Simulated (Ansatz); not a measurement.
## TiNi in Ansatz: the effect of functional

Crystal: TiNi.

```
CELL_PARAMETERS angstrom
2.71744 0.00000 0.00000
0.00000 2.71744 0.00000
0.00000 0.00000 3.55737
ATOMIC_POSITIONS crystal
Ni 0.00000 0.00000 0.00000
Ti 0.50000 0.50000 0.50000
```

The cell comes from a database or a generator and needn't be the stable form of this composition.

The cell isn't the ideal one: volume scaled by 0.98.

Alike in all runs:

* Program: Ansatz 0.2.0
* Task: single point
* Potentials or basis: Ansatz PAW
* k mesh: 10 × 10 × 8
* Occupations: fermi-dirac, width 0.05 eV
* Spin: collinear spin, ferromagnetic start
* Starting moments: [1.0, 1.0] μB

Question: One run gave: pressure 0.4 GPa; moment 0.47 μB. Which functional did it use?
A. r2SCAN
B. PBEsol
C. LDA

Answer: A.

| functional | cutoff | pressure (GPa) | moment (μB) |
| --- | --- | --- | --- |
| LDA | 420 eV (not typed: the program's choice for these potentials) | -9.0 | 0.00 |
| PBEsol | 420 eV (not typed: the program's choice for these potentials) | -3.1 | 0.00 |
| r2SCAN | 500 eV (not typed: the program's choice for these potentials) | 0.4 | 0.47 |

Caveats: the PAW data sets come from PBE, with cores solved anew for the run's functional, which leaves a small shift of forces and pressure; the starting moments weren't kept (some runs); the magnetic or orbital state may not be the lowest (some runs).
